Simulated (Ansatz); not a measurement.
The system is Ga.

```xyz
4
Lattice="2.2615 -3.8305 0.0000 2.2615 3.8305 0.0000 0.0000 0.0000 4.5240" Properties=species:S:1:pos:R:3 pbc="T T T"
Ga    2.2615    1.1867    1.8956
Ga    2.2615    2.6438    4.1576
Ga    2.2615   -1.1867    2.6284
Ga    2.2615   -2.6438    0.3664
```

Base run:

| Quantity | Value |
| --- | --- |
| Program | Ansatz 0.2.0 |
| Functional | LDA |
| Potentials or basis | all-electron LAPW, scalar-relativistic |
| Cutoff | 288 eV (chosen from the basis error) |
| Basis error allowed | 0.002 eV/atom |
| k mesh | 7 × 7 × 6 |
| Occupations | fermi-dirac, width 0.05 eV |
| Spin | no spin polarisation |

Its results: pressure -3.6 GPa; largest force 0.137 eV/Å.

Q: The run is repeated on the same cell with these changes: functional from LDA to PBE. What comes out?

A: Pressure 1.9 GPa; largest force 0.104 eV/Å.

PBE binds less tightly than LDA, so the same cell stands under more pressure.
